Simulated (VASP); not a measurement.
Here is a VASP 6.6.1 calculation.

The input INCAR:

```
  ALGO = Normal
  EDIFF = 1E-6
  ENCUT = 520
  GGA = PE
  ISIF = 2
  ISMEAR = -1
  LASPH = True
  LCHARG = True
  LELF = True
  LREAL = False
  LVHAR = True
  LWAVE = False
  NBANDS = 18
  NELM = 100
  PREC = Accurate
  SIGMA = 0.1
```

The input KPOINTS:

```
k-points
0
Gamma
  15 15 15
```

POSCAR

```
Lu
1.0
    0.0000000000      2.1464623866      2.1464623866
    2.1464623866      0.0000000000      2.1464623866
    2.1464623866      2.1464623866      0.0000000000
Lu
1
Direct
    0.0000000000      0.0000000000      0.0000000000
```

Potentials or basis: VASP PAW PBE potentials, release 64 (Lu).

Run with:

```sh
$ cat potpaw_PBE.64/Lu/POTCAR > POTCAR
$ mpirun -np 1 vasp_std > vasp.out
```

(1) Predict the band gap on the k mesh.

(2) Predict the pressure.

Answers

(1) none (metal or under the smearing width).

(2) 32.4 GPa.

Caveat: so large a pressure means that the cell lies far from this level's equilibrium, or that cutoff or potentials fall short.
